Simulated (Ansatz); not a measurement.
## Worked sum: formation energy of GeO2 (rutile, P4₂/mnm) from the elements

We look at the formation energy of GeO2 (rutile, P4₂/mnm) from the elements. Reaction: Ge (diamond) + O2 (gas) → GeO2 (rutile). A negative value means that the right-hand side lies lower. The value is per atom of the solid.

GeO2 (rutile, P4₂/mnm), 6 atoms in the cell. Conventional cell: a = b = 4.4880 Å, c = 2.9055 Å, α = β = γ = 90.00°.

Setting: static, neutral cells in Ansatz (PAW) whose structures rest at the PBE level. Ansatz (a first-principles code) runs with its PAW set soft_1. Other levels take these structures. The lattices are those relaxed with PBE, so at other levels the solids can be strained, which adds to the spread. Space groups of crystals are read within 0.01 Å.

Total energies of the cells in eV, at zero smearing width. They compare only within one column; the weights balance every element.

| cell | atoms | weight | PBE+D3(BJ) | LDA |
|---|---|---|---|---|
| GeO2 (rutile) | 6 | +1 | -10860.55865 | -10652.86436 |
| Ge (diamond) | 2 | −1 | -8590.53991 | -8431.40010 |
| O2 (gas) | 2 | −2 | -1129.95795 | -1104.71534 |

PBE+D3(BJ): (-10860.55865) − (-8590.53991) − 2 × (-1129.95795) = -10.103 eV; dividing by 6 atoms gives -1.68 eV/atom.

LDA: (-10652.86436) − (-8431.40010) − 2 × (-1104.71534) = -12.034 eV; dividing by 6 atoms gives -2.01 eV/atom.

What follows from the PBE+D3(BJ) value: A formula unit of GeO2 has 3 atoms, so it forms with -1.6838 × 3 = -5.051 eV, or -487.3 kJ/mol at 96.485 kJ/mol per eV.
